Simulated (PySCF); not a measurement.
These compounds are isomers of formula C$_{7}$H$_{6}$O.

A. `InChI=1S/C7H6O/c1-5-3-7(4-8)6(5)2/h3-4H,1-2H2`
B. `C#CCC#CC(C)=O`
C. benzaldehyde (C1=CC=CC=C1C=O)

Spectrum 1. $^{13}$C{$^{1}$H} NMR (computed): δ 189.1 (CH), 159.6 (CH), 154.9 (C), 154.8 (C), 152.0 (C), 114.0 (CH2), 100.6 (CH2).

Spectrum 2. $^{13}$C{$^{1}$H} NMR (computed): δ 196.0 (CH), 140.8 (C), 140.3 (CH), 137.0 (CH), 134.3 (CH).

Spectrum 3. $^{13}$C{$^{1}$H} NMR (computed): δ 187.5 (C), 94.0 (C), 86.0 (C), 81.5 (C), 77.1 (CH), 36.3 (CH3), 11.9 (CH2).

How the numbers were obtained: GIAO PBE0/pcSseg-1 shieldings, J: B3LYP/pcJ-1 (spin–dipole term left out of most H,H and C,H couplings), GFN2-xTB structure, in PySCF 2.14.0 with density-fitted response routines (isolated molecule, one conformer, non-relativistic Hamiltonian, rapidly exchanging positions averaged).

Shifts are taken against calculated references (same method and geometry level): $^{13}$C against TMS. Shifts are as computed. Against solution values, carbons near 30 ppm lie about +3 ppm off and those near 130 ppm about +5 ppm. Of 1211 compounds with measured shifts, 218 miss one by over three times the rms of a fit or turn the order of signals round; such compounds aren't used in these exercises.

**Question.** Which spectrum belongs to which compound?

**Answer.** 1–A, 2–C, 3–B.

- Spectrum 1 (A): 7 $^{13}$C signals; δC 189.1 is an aldehyde carbonyl carbon; δC 159.6 is a β carbon of a C=C–C=O unit.
- Spectrum 2 (C): 5 $^{13}$C signals; δC 196.0 is an aldehyde carbonyl carbon; δC 137.0 is an aromatic CH.
- Spectrum 3 (B): 7 $^{13}$C signals; δC 94.0 is an alkyne carbon; δC 86.0 is an alkyne carbon.
